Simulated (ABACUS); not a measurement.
## Sn in ABACUS: the effect of dispersion

Sn:

```xyz
2
Lattice="-3.1673 0.0000 3.1673 0.0000 3.1673 3.1673 -3.1673 3.1673 0.0000" Properties=species:S:1:pos:R:3 pbc="T T T"
Sn   -1.5837    1.5837    1.5837
Sn   -3.1673    3.1673    3.1673
```

This isn't the form of Sn at room conditions, which is tetragonal (white tin).

The cell isn't the ideal one: volume scaled by 0.94.

Alike in all runs:

| Quantity | Value |
| --- | --- |
| Program | ABACUS 3.10.1 |
| Task | equation of state |
| Functional | PBEsol |
| Potentials or basis | PseudoDojo NC SR 0.4.1 PBE standard |
| Cutoff | 993 eV |
| Density cutoff | 3973 eV |
| Basis | plane waves |
| k mesh | 5 × 5 × 5 |
| Occupations | fermi-dirac, width 0.05 eV |
| Spin | no spin polarisation |

```tsv
dispersion	pressure (GPa)
none	5.5
D3	?
D3(BJ)	3.9
D3(BJ)+ABC	4.0
```

**Question.** What does the run with dispersion D3 give?

**Answer.** Pressure 4.8 GPa.

Caveats: the potentials were made for another functional, which shifts forces and pressure; pairwise dispersion overbinds metals, which lowers pressure and volume (some runs).
